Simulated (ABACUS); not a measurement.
**Li under changes of volume**

One of the cells (21.609 Å³/atom); the others are scaled copies at fixed shape and fractional positions:

```
Li
1.0
    -1.75465    1.75465    1.75465
     1.75465   -1.75465    1.75465
     1.75465    1.75465   -1.75465
Li
1
Cartesian
  0.0000 0.0000 0.0000
```

```yaml
Program: ABACUS 3.10.1
Functional: PBE
Potentials_or_basis: PseudoDojo NC SR 0.4.1 PBE standard
Cutoff: 1361 eV
Density_cutoff: 5442 eV
Basis: DZP LCAO (the cutoffs set its grid)
k_mesh: 11 × 11 × 11
Occupations: fermi-dirac, width 0.05 eV
Spin: no spin polarisation
```

```csv
volume (Å³/atom),energy over the lowest point (meV/atom),pressure (GPa)
20.312,0.00,0.1
20.744,0.04,-0.2
21.177,0.86,-0.4
21.609,2.35,-0.7
22.041,4.51,-0.9
22.473,?,?
22.905,10.59,-1.3
```

What does the run at 22.473 Å³/atom give?

Energy over the lowest point 7.28 meV/atom; pressure -1.1 GPa.

Worked out: A Birch-Murnaghan fit of order 3 (a polynomial in V^(-2/3)) to the other rows has its minimum at 20.50 Å³/atom with B0 = V·E''(V) = 13.8 GPa (rough, since the energies scatter). It gives 7.27 meV/atom at 22.473 Å³/atom, against the run's 7.28, and -dE/dV = -1.1 GPa, against -1.1.

Energies are extrapolated to zero smearing.

Caveats: the atomic orbitals were generated for these runs and aren't a published set; the basis of atomic orbitals isn't converged, which shifts pressures, moduli and gaps.
